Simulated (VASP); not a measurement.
Here is a VASP 6.6.1 calculation.

File POSCAR:

```
TiO
1.0
    3.0093900000      0.0000000000      0.0000000000
    0.0000000000      3.0093900000      0.0000000000
    0.0000000000      0.0000000000      3.6804200000
Ti O
1 1
Direct
    0.0000000000      0.0000000000      0.0000000000
    0.0000000000      0.0000000000      0.5000000000
```

INCAR.step1

```
SYSTEM = TiO
PREC = Accurate
ENCUT = 520
EDIFF = 1E-5
ISMEAR = -1
SIGMA = 0.05
LREAL = .False.
LASPH = .True.
NELM = 100
ALGO = Normal
ISIF = 2
LWAVE = .True.
LCHARG = .False.
NBANDS = 16
GGA = PE
```

INCAR.step2

```
SYSTEM = TiO
PREC = Accurate
ENCUT = 520
EDIFF = 1E-7
ISMEAR = -1
SIGMA = 0.05
LREAL = .False.
LASPH = .True.
NELM = 100
ALGO = Normal
ISIF = 2
LWAVE = .False.
LCHARG = .False.
GGA = PE
LHFCALC = .True.
HFSCREEN = 0.2
AEXX = 0.5
PRECFOCK = Fast
NBANDS = 16
ISTART = 1
```

Contents of KPOINTS:

```
Automatic mesh
0
Gamma
  5 5 4
  0 0 0
```

Potentials or basis: VASP PAW PBE potentials, release 64 (Ti_sv, O).

The run is started by

```sh
$ cat potpaw_PBE.64/Ti_sv/POTCAR potpaw_PBE.64/O/POTCAR > POTCAR
$ cp INCAR.step1 INCAR
$ mpirun -np 1 vasp_std > vasp.out
$ cp INCAR.step2 INCAR
$ mpirun -np 1 vasp_std > vasp.out
```

**Question.** What does it give for the pressure?

**Answer.** -7.6 GPa.

**Question.** Predict the band gap on the k mesh.

**Answer.** 1.12 eV, indirect (least direct gap 1.55 eV).

Stress tensor (GPa, compression positive):
```
 -0.85   0.00   0.00
  0.00  -0.85   0.00
  0.00   0.00 -21.03
```

Caveat: the k mesh is coarse (spacing up to 0.43 Å⁻¹), so the values aren't converged, least of all with exact exchange; the PAW data sets were made with another functional, which shifts forces and pressure a little; an odd mesh through Γ misses points on the zone boundary, where band edges often lie.
